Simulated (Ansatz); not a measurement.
## Phonons of Cu3N

Computed with Ansatz (plane waves, PAW, 500 eV cutoff): r²SCAN, scalar-relativistic, no spin polarisation, Gaussian smearing of 0.05 eV; PAW files: Ansatz's generated set soft_2.

```
CELL_PARAMETERS angstrom
3.78757 0.00000 0.00000
0.00000 3.78757 0.00000
0.00000 0.00000 3.78757
ATOMIC_POSITIONS crystal
Cu 0.50000 0.00000 0.00000
Cu 0.00000 0.50000 0.00000
Cu 0.00000 0.00000 0.50000
N 0.00000 0.00000 0.00000
```

The chain of runs began from a cell as deposited in COD, expanded in volume.

Force constants come from finite displacements in a 2×2×2 supercell (the unit cell's 8×8×8 k-mesh, folded to it); the long-range dipole term is included. Points in reciprocal vectors of this cell: Γ = (0.000, 0.000, 0.000), X = (0.000, 0.500, 0.000), M = (0.500, 0.500, 0.000), R = (0.500, 0.500, 0.500).

Problem. Is the structure dynamically stable along this path, and where does the spectrum end?

Solution. Yes: no branch is imaginary beyond numerical noise. The highest frequency is 677 cm⁻¹, at Γ. Points that don't fit the supercell are interpolated.

Frequencies at the named points (cm⁻¹, imaginary ones negative):
```
point                                      ω (cm⁻¹)
    Γ        0 0 0 93 93 93 158 158 158 668 668 677
    X  49 49 84 105 116 116 141 141 305 629 655 655
    M  72 94 94 107 116 116 146 276 329 613 613 639
    R  73 73 73 144 144 144 277 277 351 600 600 600
```

Problem. What does the harmonic approximation give for the vibrational free energy, entropy and heat capacity?

Solution. Zero-point energy 49.0 meV/atom.
| T (K) | F_vib (meV/atom) | S (J/K per mole of atoms) | C_V (J/K per mole of atoms) |
| --- | --- | --- | --- |
| 100 | 44.7 | 11.0 | 13.5 |
| 200 | 27.2 | 22.1 | 18.3 |
| 300 | 0.0 | 30.0 | 20.9 |
| 400 | -34.5 | 36.3 | 22.3 |
| 500 | -74.8 | 41.3 | 23.1 |
| 600 | -119.9 | 45.6 | 23.6 |
| 700 | -169.1 | 49.3 | 24.0 |
| 800 | -221.9 | 52.5 | 24.2 |
| 900 | -277.8 | 55.4 | 24.3 |
| 1000 | -336.5 | 57.9 | 24.4 |

The highest mode, 677 cm⁻¹, is worth 970 K. At 300 K the heat capacity has reached 84 % of the classical limit 3R = 24.9 J/K per mole of atoms, since the stiffer modes are still partly frozen out.

It ran for 28 min on 4 threads of Intel(R) Xeon(R) Processor @ 2.50GHz (Skylake/Cascade Lake), on a shared host, peak memory 6.5 GiB.

